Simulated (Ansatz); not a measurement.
# An elastic constant from a strain scan in C

Computed with DFT LDA, scalar-relativistic, plane waves, PAW in Ansatz 0.2.0. Settings: plane waves to 420 eV, k-mesh 14×14×8 (Γ-centred), Gaussian smearing 0.05 eV. No spin polarisation. Energies are free energies at this smearing, counted from the undisturbed cell; pressure is positive in compression.

Zero of the scan (relaxed at this level):

```
C
1.0
     2.11730   -1.22243   -0.01160
     2.11730    1.22243   -0.01160
    -1.39167    0.00000    3.33730
C
2
Direct
  0.83338 0.83338 0.00015
  0.16662 0.16662 0.99985
```

The cell holds layers and no dispersion correction was added, so their binding is poorly described.

The cell is strained by ε times the Voigt pattern (0, 0, 0, 1, 0, 0) (xx, yy, zz, yz, xz, xy; engineering shear) with fractional coordinates fixed. The cell holds 2 atoms in V0 = 17.24 Å³. The stress column is τ = (1/V0) dE/dε, got from the stress tensor σ (compression positive) at each point as −det(1 + εP) σ : P(1 + εP)⁻¹, with P the pattern as a tensor.

```
      ε  ΔE (meV/atom)  τ (GPa)
-0.0350          0.157   -0.167
-0.0300          0.116   -0.143
-0.0250          0.080   -0.119
-0.0200          0.046   -0.095
-0.0150          0.025   -0.071
-0.0100          0.012   -0.047
-0.0050          0.005   -0.024
 0.0000          0.000    0.000
 0.0050          0.005    0.024
 0.0100          0.012    0.047
 0.0150          0.025    0.071
 0.0200          0.046    0.095
 0.0250          0.080    0.119
 0.0300          0.116    0.143
 0.0350          0.157    0.167
 0.0400              ?        ?
```

Which combination of elastic constants does this scan measure, and how large is it?

For small ε, τ = τ0 + Kε with K = pᵀCp, which for this pattern is C44 in the Cartesian frame shown. The parabola through τ at ε = -0.0050, 0 and 0.0050 has slope K = 4.7 GPa at zero. The energies per cell, E = NΔE, of the wider pair ε = ±0.0300 give K = 2[E(ε₊)/ε₊ − E(ε₋)/ε₋]/[(ε₊ − ε₋)V0] = 4.8 GPa, in agreement. These are clamped-ion values.

Predict the withheld row at ε = 0.0400 from the harmonic law, and compare.

ΔE = V0(τ0 ε + Kε²/2)/N = 0.203 meV/atom and τ = 0.19 GPa. The calculation gives 0.205 meV/atom and 0.19 GPa, a miss of 0.01 meV/atom at most, so the harmonic law still holds here.

Cost: 9 runs of about 0.62 core-minutes in all, on Oxide Virtual Turin-like Processor (Zen 5) (shared hosts).